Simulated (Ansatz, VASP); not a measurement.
**Two plane-wave programs on HfC**

INCAR

```
SYSTEM = HfC
  PREC = Accurate
  ENCUT = 600
  EDIFF = 1E-6
  ISMEAR = 0
  SIGMA = 0.1
  LREAL = .False.
  LASPH = .True.
  NELM = 60
  ALGO = Normal
  ISIF = 3
  LWAVE = .False.
  LCHARG = .False.
  GGA = PE
  IBRION = 2
  NSW = 100
  EDIFFG = -0.005
```

The input KPOINTS:

```
regular mesh
0
Gamma
  16 16 16
  0 0 0
```

File POSCAR:

```
HfC
1.0
    0.0000000000      2.3171388429      2.3171388429
    2.3171388429      0.0000000000      2.3171388429
    2.3171388429      2.3171388429      0.0000000000
Hf C
1 1
Direct
    0.0000000000      0.0000000000      0.0000000000
    0.5000000000      0.5000000000      0.5000000000
```

Input for Ansatz:

```yaml
crystal:
  lattice:
    - [0.0, 2.3171388429, 2.3171388429]
    - [2.3171388429, 0.0, 2.3171388429]
    - [2.3171388429, 2.3171388429, 0.0]
  atoms:
    - { symbol: Hf, position: [0.0, 0.0, 0.0] }
    - { symbol: C, position: [0.5, 0.5, 0.5] }
basis:
  ecutwfc: 420
kpoints:
  mp_grid: { grid: [16, 16, 16] }
hamiltonian:
  xc: pbe
scf:
  occupations: { method: gaussian, width: 0.1 }
output:
  forces: true
  stress: true
  eigenvalues: true
  write_density: true
  write_potential: true
  elf: true
  volumetric_format: npy
relax:
  adjacent_minimum: "off"
  f_tol: 0.005
  max_steps: 80
  cell: { stress_tol: 0.05 }
```

The cell is a database's computed one.

Alike in both runs: task relaxation of cell and atoms; functional PBE; k mesh 16 × 16 × 16; occupations gaussian, width 0.1 eV; no spin polarisation.

```csv
,VASP,Ansatz
version,VASP 6.6.1,Ansatz 0.2.0
potentials or method,"VASP PAW PBE potentials, release 64 (Hf_pv, C)","scalar-relativistic, plane waves, PAW"
plane-wave cutoff (eV),600,420
valence electrons in the cell,14,30
```

```csv
,VASP,Ansatz,Ansatz less VASP
"gap on the k mesh at the Fermi level, each at its own relaxed structure (eV)",none,none,-
relaxed volume (Å³/atom),12.54,12.58,+0.040
relaxed cell length with the largest relative difference (Å),3.286,3.289,+0.0034
energy change over the relaxation (meV/atom),-1,-1,-0.5
```

A gap of «none» marks a metal or a gap that the smearing closes. The two sets of potentials don't hold the same shells in valence.

The runs have no spin-orbit coupling, so splittings on Hf are missing.
